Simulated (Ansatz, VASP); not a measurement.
# KBr: VASP beside Ansatz

```
CELL_PARAMETERS angstrom
0.00000 3.24311 3.29250
3.24311 0.00000 3.29250
3.24311 3.24311 0.00000
ATOMIC_POSITIONS crystal
K 0.00000 0.00000 0.00000
Br 0.50000 0.50000 0.50000
```

Change from the starting cell: strain -0.015 along x and y, +0.000 along z, atoms carried along.

Alike in both runs: task single point; functional PBE; k mesh 6 × 6 × 6; occupations gaussian, width 0.05 eV; no spin polarisation.

```csv
,VASP,Ansatz
version,VASP 6.6.1,Ansatz 0.2.0
potentials or method,"VASP PAW PBE potentials, release 64 (K_sv, Br)","scalar-relativistic, plane waves, PAW"
plane-wave cutoff (eV),520,420
valence electrons in the cell,16,16
```

```csv
,VASP,Ansatz,Ansatz less VASP
gap on the k mesh at the Fermi level (eV),4.53,4.53,+0.002
least direct gap on the mesh (eV),4.53,4.53,+0.002
pressure (GPa),1.5,1.4,-0.05
largest component of the traceless stress (GPa),0.39,0.39,-0.006
```

The functional is the same, so the differences come from potentials, cutoffs and numerics.
